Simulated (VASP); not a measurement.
Rh: single point with r2SCAN

The system is Rh.

```xyz
2
Lattice="0.0000 2.7269 2.7269 2.7269 0.0000 2.7269 2.7269 2.7269 0.0000" Properties=species:S:1:pos:R:3 pbc="T T T"
Rh    2.7269    2.7269    2.7269
Rh    4.0903    4.0903    4.0903
```

The cell was built by a generator and needn't be a form met in nature.

```
Program                : VASP 6.6.1
Task                   : single point
Functional             : r2SCAN
Potentials or basis    : VASP PAW PBE potentials, release 64 (Rh_pv)
Cutoff                 : 520 eV
k mesh                 : 6 × 6 × 6
Occupations            : gaussian, width 0.1 eV
Spin                   : no spin polarisation
Dipole correction      : no
Further INCAR settings : ALGO = Normal; EDIFF = 1e-07; NBANDS = 22
```

```
Pressure               : 0.7 GPa
Band gap on the k mesh : none (metal or under the smearing width)
```

Levels at points of the mesh, in eV from the Fermi level:
| k point | band 13 | band 14 | band 15 | band 16 | band 17 | band 18 |
| --- | --- | --- | --- | --- | --- | --- |
| (0.00, 0.00, 0.00) | -1.47 | -1.47 | -1.47 | 0.40 | 0.40 | 13.36 |
| (0.50, 0.00, 0.00) | -0.99 | -0.99 | -0.61 | 0.11 | 0.11 | 2.09 |
| (0.50, 0.50, 0.00) | -2.29 | -2.29 | 0.38 | 0.38 | 2.58 | 2.58 |

Run time: 53 s on 1 thread of Intel(R) Xeon(R) Platinum 8559C (Emerald Rapids), with other jobs on the host, peak memory 0.17 GiB.

Caveat: the PAW data sets were made with another functional, which shifts forces and pressure a little.
